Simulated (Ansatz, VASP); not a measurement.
# Two plane-wave programs on CaO

File INCAR:

```
SYSTEM = CaO
PREC = Accurate
ENCUT = 520
EDIFF = 1E-6
ISMEAR = 0
SIGMA = 0.05
LREAL = .False.
LASPH = .True.
NELM = 80
ALGO = Normal
ISIF = 2
LWAVE = .False.
LCHARG = .False.
GGA = PE
NBANDS = 15
```

File KPOINTS:

```
Automatic mesh
0
Gamma
  8 8 8
  0 0 0
```

The input POSCAR:

```
CaO
1.0
    0.0000000000      2.4979800000      2.4490000000
    2.4000200000      0.0000000000      2.4490000000
    2.4000200000      2.4979800000      0.0000000000
Ca O
1 1
Direct
    0.0000000000      0.0000000000      0.0000000000
    0.5000000000      0.5000000000      0.5000000000
```

Input for Ansatz:

```yaml
crystal:
  lattice:
    - [0.0, 2.49798, 2.449]
    - [2.40002, 0.0, 2.449]
    - [2.40002, 2.49798, 0.0]
  atoms:
    - { symbol: Ca, position: [0.0, 0.0, 0.0] }
    - { symbol: O, position: [0.5, 0.5, 0.5] }
basis:
  ecutwfc: 420
kpoints:
  mp_grid: { grid: [8, 8, 8] }
hamiltonian:
  xc: pbe
scf:
  occupations: { method: gaussian, width: 0.05 }
output:
  forces: true
  stress: true
  eigenvalues: true
```

Change from the starting cell: strain -0.0200 x Voigt [1, -1, 0, 0, 0, 0], atoms carried along.

Alike in both runs: task single point; functional PBE; k mesh 8 × 8 × 8; occupations gaussian, width 0.05 eV; no spin polarisation.

```csv
,VASP,Ansatz
version,VASP 6.6.1,Ansatz 0.2.0
potentials or method,"VASP PAW PBE potentials, release 64 (Ca_sv, O)","scalar-relativistic, plane waves, PAW"
plane-wave cutoff (eV),520,420
valence electrons in the cell,16,16
```

Ansatz gave:

```
gap on the k mesh at the Fermi level (eV)       : 3.56
least direct gap on the mesh (eV)               : 4.02
pressure (GPa)                                  : -3.7
largest component of the traceless stress (GPa) : 2.34
```

Problem. Estimate VASP's values.

Solution. gap on the k mesh at the Fermi level (eV): 3.55; least direct gap on the mesh (eV): 4.00; pressure (GPa): -3.3; largest component of the traceless stress (GPa): 2.47.

A k mesh can miss the band edges.
